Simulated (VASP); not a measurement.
# WS2 (R3m) in VASP: notebook

The runs below take WS2 through single point, with HSE06.

All numbers are computed with VASP 6.6.1; they aren't measurements. Logs are shortened: lines on timing, memory, paths and dates and some standing lists are left out, and cuts for length are marked.

### Step 1. The structure

Symmetry: R3m, No. 160, trigonal system. The conventional cell has a = 3.158 Å, b = 3.158 Å, c = 18.490 Å, α = 90.00°, β = 90.00°, γ = 120.00°. Around W (site symmetry 3m) lie 6 S at 2.39 to 2.42 Å. S (site symmetry 3m) has 3 W at 2.42 Å as nearest neighbours. S (site symmetry 3m) has 3 W at 2.39 Å as nearest neighbours.

Measurements of this composition are mostly on another form, of space group No. 194.

### Step 2. Single point, HSE06

File POSCAR:

```
WS2
1.0
    1.5790000000      0.9116360751      6.1633333333
   -1.5790000000      0.9116360751      6.1633333333
    0.0000000000     -1.8232721501      6.1633333333
W S
1 2
Direct
    0.0000000000      0.0000000000      0.0000000000
    0.5810000000      0.5810000000      0.5810000000
    0.7503000000      0.7503000000      0.7503000000
```

File INCAR.step1:

```
ALGO = Normal ; EDIFF = 1E-5
ENCUT = 250 ; GGA = PE
ISIF = 2 ; ISMEAR = 0
LASPH = T ; LCHARG = F
LREAL = F ; LWAVE = T
NBANDS = 21 ; NELM = 100
NKRED = 1 ; PREC = Accurate
SIGMA = 0.01
```

File INCAR.step2:

```
ALGO = Normal ; EDIFF = 1E-6
ENCUT = 250 ; GGA = PE
HFSCREEN = 0.2 ; ISIF = 2
ISMEAR = 0 ; ISTART = 1
LASPH = T ; LCHARG = F
LHFCALC = T ; LREAL = F
LWAVE = F ; NBANDS = 21
NELM = 100 ; NKRED = 1
PREC = Accurate ; PRECFOCK = Fast
SIGMA = 0.01
```

File KPOINTS:

```
k-points
0
Gamma
  4 4 4
```

Potentials or basis: VASP PAW PBE potentials, release 64 (W_sv, S).

On the command line:

```bash
> cat potpaw_PBE.64/W_sv/POTCAR potpaw_PBE.64/S/POTCAR > POTCAR
> cp INCAR.step1 INCAR
> mpirun -np 1 vasp_std > vasp.out
> cp INCAR.step2 INCAR
> mpirun -np 1 vasp_std > vasp.out
```

OUTCAR:

```text
EDIFF = 1E-6
   ENCUT = 250
   GGA = PE
   HFSCREEN = 0.2
   ISIF = 2
   ISMEAR = 0
   ISTART = 1
   LASPH = T
   LHFCALC = T
   LREAL = F
   NELM = 100
   NKRED = 1
   PREC = Accurate
   PRECFOCK = Fast

 Found     13 irreducible k-points:

 Following reciprocal coordinates:
            Coordinates               Weight
  0.000000  0.000000  0.000000      1.000000
  0.250000  0.000000  0.000000      6.000000
  0.500000  0.000000  0.000000      3.000000
  0.250000  0.250000  0.000000      6.000000
  0.500000  0.250000  0.000000     12.000000
 -0.250000  0.250000  0.000000      6.000000
   k-points           NKPTS =     13   k-points in BZ     NKDIM =     64   number of bands    NBANDS=     21
   number of dos      NEDOS =    301   number of ions     NIONS =      3
   total plane-waves  NPLWV =  46656
   dimension x,y,z NGX =    36 NGY =   36 NGZ =   36
   dimension x,y,z NGXF=    72 NGYF=   72 NGZF=   72
   ions per type =               1   2
   NGX,Y,Z   is equivalent  to a cutoff of   9.31,  9.31,  9.31 a.u.
   NGXF,Y,Z  is equivalent  to a cutoff of  18.62, 18.62, 18.62 a.u.
 SYSTEM =  unknown system
   PREC   = accura    normal or accurate (medium, high low for compatibility)
   ISTART =      1    job   : 0-new  1-cont  2-samecut
   ICHARG =      0    charge: 1-file 2-atom 10-const
   ISPIN  =      1    spin polarized calculation?
   LNONCOLLINEAR =      F non collinear calculations
   LSORBIT =      F    spin-orbit coupling
   LASPH  =      T    aspherical Exc in radial PAW
   ENCUT  =  250.0 eV  18.37 Ry    4.29 a.u.   8.29  8.29  8.29*2*pi/ulx,y,z
   NELM   =    100;   NELMIN=  2; NELMDL=  0     # of ELM steps
   EDIFF  = 0.1E-05   stopping-criterion for ELM
   LREAL  =      F    real-space projection
   EDIFFG = 0.1E-04   stopping-criterion for IOM
   NSW    =      0    number of steps for IOM
   IBRION =     -1    ionic relax: 0-MD 1-quasi-New 2-CG
   NFREE  =      0    steps in history (QN), initial steepest desc. (CG)
   ISIF   =      2    stress and relaxation
   ISYM   =      3    0-nonsym 1-usesym 2-fastsym
   POTIM  = 0.5000    time-step for ionic-motion
   TEBEG  =    0.0;   TEEND  =   0.0 temperature during run
   PSTRESS=    0.0 pullay stress
   NELECT =      26.0000    total number of electrons
   NUPDOWN=      -1.0000    fix difference up-down
   EMIN   =  10.00;   EMAX   =-10.00  energy-range for DOS
   EFERMI =   0.00;   METHOD = LEGACY
   ISMEAR =     0;   SIGMA  =   0.01  broadening in eV -4-tet -1-fermi 0-gaus
   EFERMI_NEDOS =   21; number of points for ismear=-14 and -15
   IALGO  =     38    algorithm
   IMIX   =      1    mixing-type and parameters
     AMIX     =   0.40;   BMIX     =  1.00
     AMIX_MAG =   1.60;   BMIX_MAG =  1.00
  volume/ion in A,a.u.               =      17.74       119.74
  Fermi-wavevector in a.u.,A,eV,Ry     =   1.289266  2.436359 22.615687  1.662206
  Thomas-Fermi vector in A             =   2.421169
   LORBIT       =      0    0 simple, 1 ext, 2 COOP (PROOUT), +10 PAW based schemes
   GGA     = PE    functional components
   LHFCALC =     T    Hartree Fock is set to
   PRECFOCK=fast      Normal, Fast or Accurate (Low or Medium for compatibility)
   ENCUT4O =  -1.0   cutoff for four orbital integrals eV
   NKREDX  =     1    reduce k-point grid by
   NKREDY  =     1    reduce k-point grid by
   NKREDZ  =     1    reduce k-point grid by
   AEXX    =    0.2500 exact exchange contribution
   HFSCREEN=    0.2000 screening length (either q_TF or 0.3 A-1)
   HFSCREENC=   0.2000 screening length for correlation (either q_TF or 0.3 A-1)
   ENCUTFOCK=  -1.0 apply spherical cutoff to Coloumb kernel
   IVDW    =     0    specifies the selected vdW correction
   LEPSILON=     F    determine dielectric tensor
   LRPA    =     F    only Hartree local field effects (RPA)
 non-spin polarized calculation
 Gauss-broadening in eV      SIGMA  =   0.01
  energy-cutoff  :      250.00
  volume of cell :       53.23
 maximum number of plane-waves:       488
 NGX is ok and might be reduce to    36
  NGX = 18; NGY = 18; NGZ = 18

 number of electron      25.9999994 magnetization

 Free energy of the ion-electron system (eV)
  ---------------------------------------------------
  ext. energy  EPLUGINS =         0.00000000
  ---------------------------------------------------
  free energy    TOTEN  =       -28.17373284 eV

  energy without entropy =      -28.17373284  energy(sigma->0) =      -28.17373284

 E-fermi :   7.4327     XC(G=0):  -9.0043

 val. band max:        7.1523832684   @ k =   0.5000   0.5000   0.5000
 cond. band min:       9.1097296081   @ k =   0.2500   0.0000   0.0000
 fundamental gap:      1.9573463397
 Fermi energy:         7.4326977648

 k-point     1 :       0.0000    0.0000    0.0000
  band No.  band energies     occupation
      1     -71.4993      2.00000
      2     -34.3213      2.00000
      3     -34.1051      2.00000
      4     -34.1051      2.00000
      5     -10.2488      2.00000
      6      -8.0699      2.00000
[... 13 lines left out ...]
     20      16.6261      0.00000
     21      18.4005      0.00000

 k-point     2 :       0.2500    0.0000    0.0000
  band No.  band energies     occupation
      1     -71.4882      2.00000
      2     -34.3332      2.00000
      3     -34.2813      2.00000
      4     -34.1584      2.00000
      5      -9.1807      2.00000
      6      -7.7675      2.00000
[... 13 lines left out ...]
     20      16.9535      0.00000
     21      18.2081      0.00000

 k-point     3 :       0.5000    0.0000    0.0000
  band No.  band energies     occupation
      1     -71.4766      2.00000
      2     -34.5544      2.00000
      3     -34.2398      2.00000
      4     -34.2119      2.00000
      5      -7.7644      2.00000
      6      -7.3921      2.00000
[... 13 lines left out ...]
     20      15.5158      0.00000
     21      17.9467      0.00000

 k-point     4 :       0.2500    0.2500    0.0000
  band No.  band energies     occupation
      1     -71.4885      2.00000
      2     -34.3333      2.00000
      3     -34.2815      2.00000
      4     -34.1585      2.00000
      5      -9.1421      2.00000
      6      -7.8315      2.00000
[... 13 lines left out ...]
     20      16.9364      0.00000
     21      18.1898      0.00000

 k-point     5 :       0.5000    0.2500    0.0000
  band No.  band energies     occupation
      1     -71.4762      2.00000
      2     -34.4702      2.00000
      3     -34.2969      2.00000
      4     -34.2403      2.00000
      5      -7.7616      2.00000
      6      -7.4085      2.00000
[... 13 lines left out ...]
     20      16.5996      0.00000
     21      17.9657      0.00000

 k-point     6 :      -0.2500    0.2500    0.0000
  band No.  band energies     occupation
      1     -71.4766      2.00000
      2     -34.4705      2.00000
      3     -34.2971      2.00000
      4     -34.2405      2.00000
      5      -7.8137      2.00000
      6      -7.3487      2.00000
[... 13 lines left out ...]
     20      17.1123      0.00000
     21      17.6729      0.00000

 [... further k-points ...]
[... 5 lines left out ...]
  --------------------------------------------------------------------------------------
  -------------------------------------------------------------------------------------
  Total       -0.8628046     -0.8628046     -0.9022207      0.0000000     -0.0000000      0.0000000
  in kB      -25.9688367    -25.9688367    -27.1551889      0.0000000     -0.0000000      0.0000000
  external PRESSURE =     -26.3642874 kB  Pullay stress =       0.0000000 kB

 VOLUME and BASIS-vectors are now :
 -----------------------------------------------------------------------------
  energy-cutoff  :      250.00
  volume of cell :       53.23
      direct lattice vectors                 reciprocal lattice vectors
     1.579000000  0.911636075  6.163333333     0.316656111  0.182821491  0.054083288
    -1.579000000  0.911636075  6.163333333    -0.316656111  0.182821491  0.054083288
     0.000000000 -1.823272150  6.163333333     0.000000000 -0.365642982  0.054083288

 POSITION                                       TOTAL-FORCE (eV/Angst)
 -----------------------------------------------------------------------------------
      0.00000      0.00000      0.00000         0.000000     -0.000000     -0.635973
      0.00000      0.00000     10.74269         0.000000      0.000000      0.716917
      0.00000      0.00000     13.87305         0.000000     -0.000000     -0.080944
 -----------------------------------------------------------------------------------
    total drift:                               -0.000009     -0.000012     -0.001990

  FREE ENERGIE OF THE ION-ELECTRON SYSTEM (eV)
  ---------------------------------------------------
  free  energy   TOTEN  =       -28.1737328398 eV

  energy  without entropy=      -28.1737328398  energy(sigma->0) =      -28.17373284
```

OUTCAR.step1:

```text
EDIFF = 1E-5
   ENCUT = 250
   GGA = PE
   ISIF = 2
[... 259 lines left out ...]
      0.00000      0.00000      0.00000         0.000000     -0.000000     -0.599390
      0.00000      0.00000     10.74269         0.000000      0.000000      0.136920
      0.00000      0.00000     13.87305         0.000000      0.000000      0.462470
 -----------------------------------------------------------------------------------
    total drift:                               -0.000000     -0.000000     -0.000044

  FREE ENERGIE OF THE ION-ELECTRON SYSTEM (eV)
  ---------------------------------------------------
  free  energy   TOTEN  =       -23.6231727858 eV

  energy  without entropy=      -23.6231727858  energy(sigma->0) =      -23.62317279
```

Run time: 11 min. Hardware: 1 thread of Intel Xeon Platinum 8259CL at 2.50GHz (Skylake/Cascade Lake), shared host; peak memory 0.29 GiB.

The run converged, but a check on its numbers failed (symmetry, net force, bounds or a known fault of this set-up), so they aren't taken as properties of the crystal.

Caveat: the k mesh is coarse (spacing up to 0.58 Å⁻¹), so the values aren't converged, least of all with exact exchange; the cutoff lies under the usual one of these potentials, so the numbers hold a large basis-set error; the PAW data sets were made with another functional, which shifts forces and pressure a little; spin-orbit coupling is left out, which moves the levels of the heavy elements.

### Step 3. Single point, HSE06

POSCAR is that of step 2.

INCAR.step1: that of step 2 with these lines changed.

```diff
@@ -1,3 +1,3 @@
 ALGO = Normal ; EDIFF = 1E-5
-ENCUT = 250 ; GGA = PE
+ENCUT = 350 ; GGA = PE
 ISIF = 2 ; ISMEAR = 0
```

INCAR.step2: that of step 2 with these lines changed.

```diff
@@ -1,3 +1,3 @@
 ALGO = Normal ; EDIFF = 1E-6
-ENCUT = 250 ; GGA = PE
+ENCUT = 350 ; GGA = PE
 HFSCREEN = 0.2 ; ISIF = 2
```

File KPOINTS:

```
k-points
0
Gamma
  3 3 3
```

Potentials or basis: VASP PAW PBE potentials, release 64 (W_sv, S).

On the command line:

```bash
> cat potpaw_PBE.64/W_sv/POTCAR potpaw_PBE.64/S/POTCAR > POTCAR
> cp INCAR.step1 INCAR
> mpirun -np 1 vasp_std > vasp.out
> cp INCAR.step2 INCAR
> mpirun -np 1 vasp_std > vasp.out
```

Run time: 4.1 min. Hardware: 1 thread of Intel Xeon Platinum 8259CL at 2.50GHz (Skylake/Cascade Lake), shared host; peak memory 0.34 GiB.

These settings aren't checked as converged: the numbers below hold their error.

Results:

| Item | Value |
| --- | --- |
| Free energy | -28.1353 eV |
| Pressure | -0.7 GPa |
| Largest force | 0.889 eV/Å |
| Band gap on the k mesh | 2.06 eV, indirect (least direct gap 2.60 eV) |

Caveat: the k mesh is coarse (spacing up to 0.77 Å⁻¹), so the values aren't converged, least of all with exact exchange; the PAW data sets were made with another functional, which shifts forces and pressure a little; spin-orbit coupling is left out, which moves the levels of the heavy elements; an odd mesh through Γ misses points on the zone boundary, where band edges often lie.

(Continued in part 2 of 2.)
